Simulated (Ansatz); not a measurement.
# SnSe2: the cost of one run

Method: DFT PBE, scalar-relativistic, plane waves, PAW, in Ansatz 0.2.0.

### Step 1. The structure to begin with

It takes space group P-6m2 (No. 187, hexagonal). Conventional cell: a = 2.908 Å, b = 2.908 Å, c = 15.404 Å, α = 90.00°, β = 90.00°, γ = 120.00°. Sn (site symmetry -6m2) has 6 Se at 2.22 Å as nearest neighbours. Se (site symmetry 3m) has 3 Sn at 2.22 Å as nearest neighbours.

Structure file:

```
CELL_PARAMETERS angstrom
2.90756 0.00000 0.00000
-1.45378 2.51802 0.00000
0.00000 0.00000 15.40422
ATOMIC_POSITIONS crystal
Sn 0.00000 0.00000 0.00000
Se 0.33333 0.66667 0.09401
Se 0.33333 0.66667 0.90599
```

Recipe of the guess: species swapped into a database cell of MoSe2 (P-6m2, No. 187), with Sn on the Mo sites. Its size is a rough estimate.

### Step 2. A first look at the guess

The input, input.yaml:

```yaml
crystal:
  lattice:
    - [2.90756111, 0.0, 0.0]
    - [-1.45378056, 2.51802178, 0.0]
    - [0.0, 0.0, 15.40422339]
  atoms:
    - { symbol: Sn, position: [0.0, 0.0, 0.0] }
    - { symbol: Se, position: [0.33333333, 0.66666667, 0.09401231] }
    - { symbol: Se, position: [0.33333333, 0.66666667, 0.90598769] }
basis:
  ecutwfc: 420
kpoints:
  mp_grid: { grid: [6, 6, 1] }
hamiltonian:
  xc: pbe
scf:
  occupations: { method: gaussian, width: 0.1 }
  lower_state_search: "off"
output:
  forces: true
  stress: true
  eigenvalues: true
```

Command:

```sh
ansatz run input.yaml --threads 1 --pin off --max-ram 2048MiB --backend cpu --events-out ev --progress --plain --runs-dir out
```

Q: Estimate wall time and peak memory on 1 thread of Intel Xeon Platinum 8375C at 2.90GHz (Ice Lake), shared host.

About 3.7 s, with a peak of 0.36 GiB.
